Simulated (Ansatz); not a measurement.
Input and command of a plane-wave DFT calculation in Ansatz:

```yaml
crystal:
  lattice:
    - [4.4040490344, -2.500267, 0.0]
    - [4.4040490344, 2.500267, 0.0]
    - [-0.0034756338, 0.0, 3.200719282]
  atoms:
    - { symbol: Sc, position: [0.333234, 0.333234, 0.995108] }
    - { symbol: Sc, position: [0.0, 0.0, 0.5] }
    - { symbol: Sc, position: [0.666766, 0.666766, 0.004892] }
basis:
  ecutwfc: 420
kpoints:
  mp_grid: { grid: [8, 8, 12] }
hamiltonian:
  xc: pbe
scf:
  occupations: { method: gaussian, width: 0.1 }
output:
  forces: true
  stress: true
  eigenvalues: true
relax:
  adjacent_minimum: "off"
  f_tol: 0.02
  max_steps: 70
  cell: { stress_tol: 0.1 }
```

```bash
ansatz run input.yaml --threads 2 --pin off --max-ram 5120MiB --backend cpu --events-out ev --progress --plain --runs-dir out
```

Processor: Arm Neoverse V1, 2 threads, on a host shared with other jobs.

Task: How long does it run, and how much memory does it take?

Result: About 50 s on 2 threads of Arm Neoverse V1, on a shared host, peak memory 0.56 GiB. It solves 21 bands at 222 k points (the mesh reduced by the symmetry that the task leaves, which can be less than the crystal's) with about 1433 plane waves (on the last cell), in 31 SCF iterations over 5 ionic steps.
